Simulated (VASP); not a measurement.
A run of VASP 6.6.1 is set up as follows.

Contents of INCAR:

```
SYSTEM = CdS
ALGO     = Normal         ! electronic algorithm
EDIFF    = 1E-6           ! SCF threshold, eV
EDIFFG   = -0.005         ! ionic threshold
ENCUT    = 600            ! plane-wave cutoff, eV
GGA      = PS             ! functional
IBRION   = 2              ! ionic algorithm
ISIF     = 3              ! what is computed and relaxed
ISMEAR   = -1             ! smearing method
IVDW     = 11             ! dispersion correction
LASPH    = .True.         ! aspherical terms in the spheres
LCHARG   = .False.        ! write CHGCAR
LREAL    = .False.        ! projectors in reciprocal space
LWAVE    = .False.        ! write WAVECAR
NELM     = 80             ! most SCF steps
NSW      = 40             ! ionic steps
PREC     = Accurate       ! precision mode
SIGMA    = 0.05           ! smearing width, eV
```

KPOINTS

```
k-points
0
Gamma
  7 7 4
  0 0 0
```

The input POSCAR:

```
CdS
1.0
    4.1500000000      0.0000000000      0.0000000000
   -2.0750000000      3.5940054257      0.0000000000
    0.0000000000      0.0000000000      6.7370000000
Cd S
2 2
Direct
    0.6666666667      0.3333333333      0.5000000000
    0.3333333333      0.6666666667      0.0000000000
    0.6666666667      0.3333333333      0.8750000000
    0.3333333333      0.6666666667      0.3750000000
```

Potentials or basis: VASP PAW PBE potentials, release 64 (Cd, S).

Command:

```console
$ cat potpaw_PBE.64/Cd/POTCAR potpaw_PBE.64/S/POTCAR > POTCAR
$ mpirun -np 1 vasp_std > vasp.out
```

Q: Estimate the band gap on the k mesh.

A: 1.15 eV, direct.

Q: Estimate the space group after relaxing (to 0.05 Å).

A: P6_3mc (No. 186).

Q: Predict the relaxed cell.

A: a = 4.098 Å, b = 4.098 Å, c = 6.644 Å, α = 90.00°, β = 90.00°, γ = 120.00°.

Q: Predict the relaxed volume.

A: 24.16 Å³/atom.

Final structure:
```xyz
4
Lattice="4.0981 0.0000 0.0000 -2.0490 3.5490 0.0000 0.0000 0.0000 6.6443" Properties=species:S:1:pos:R:3 pbc="T T T"
Cd    2.0490    1.1830    3.3132
Cd    0.0000    2.3660    6.6354
S     2.0490    1.1830    5.8226
S     0.0000    2.3660    2.5005
```

Caveat: the PAW data sets were made with another functional, which shifts forces and pressure a little. Expect the measured gap to be larger: semilocal functionals such as PBEsol lack the derivative discontinuity.
